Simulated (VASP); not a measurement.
Write the native input for VASP 6.6.1 that does the following.

```yaml
Task: single point
Functional: r2SCAN
Potentials_or_basis: VASP PAW PBE potentials, release 64 (Se)
Cutoff: 520 eV
k_mesh: 6 × 6 × 3
Occupations: fermi-dirac, width 0.1 eV
Spin: no spin polarisation
Dipole_correction: no
Further_INCAR_settings: ALGO = Normal; EDIFF = 1e-06; NBANDS = 13
```

Crystal: Se.

```
Se
1.0
     2.81056    0.00000    0.00000
     0.00000    2.81056    0.00000
     0.70264    0.00000    5.62113
Se
2
Direct
  0.00000 0.00000 0.00000
  0.87500 0.00000 0.50000
```

This isn't the form of Se at room conditions, which is trigonal, of chains.

One way to write it, as run:

POSCAR

```
Se
1.0
    2.8105630000      0.0000000000      0.0000000000
    0.0000000000      2.8105630000      0.0000000000
    0.7026407500      0.0000000000      5.6211260000
Se
2
Direct
    0.0000000000      0.0000000000      0.0000000000
   -0.1250000000      0.0000000000      0.5000000000
```

INCAR.step1

```
SYSTEM = Se
ALGO = Normal ; EDIFF = 1E-4
ENCUT = 520 ; GGA = PE
ISMEAR = -1 ; LASPH = .TRUE.
LCHARG = .FALSE. ; LREAL = .FALSE.
LWAVE = .TRUE. ; NBANDS = 13
NELM = 100 ; PREC = Accurate
SIGMA = 0.1
```

INCAR.step2

```
SYSTEM = Se
ALGO = Normal ; EDIFF = 1E-6
ENCUT = 520 ; ISIF = 2
ISMEAR = -1 ; ISTART = 1
LASPH = .TRUE. ; LCHARG = .TRUE.
LELF = .TRUE. ; LMIXTAU = .TRUE.
LREAL = .FALSE. ; LVHAR = .TRUE.
LWAVE = .FALSE. ; METAGGA = R2SCAN
NBANDS = 13 ; NELM = 100
PREC = Accurate ; SIGMA = 0.1
```

KPOINTS

```
k-points
0
G
  6 6 3
  0 0 0
```

Potentials or basis: VASP PAW PBE potentials, release 64 (Se).

Run with:

```console
$ cat potpaw_PBE.64/Se/POTCAR > POTCAR
$ cp INCAR.step1 INCAR
$ mpirun -np 1 vasp_std > vasp.out
$ cp INCAR.step2 INCAR
$ mpirun -np 1 vasp_std > vasp.out
```

Results of the run:

```json
{"Pressure": "-0.2 GPa", "Largest force": "0.276 eV/Å", "Band gap on the k mesh": "none (metal or under the smearing width)"}
```

Caveat: the k mesh is coarse (spacing up to 0.38 Å⁻¹), so the values aren't converged; the PAW data sets were made with another functional, which shifts forces and pressure a little.

Run time: 62 s on 1 thread of Intel(R) Xeon(R) Platinum 8175M CPU @ 2.50GHz (Skylake/Cascade Lake), with other jobs on the host, peak memory 0.17 GiB.
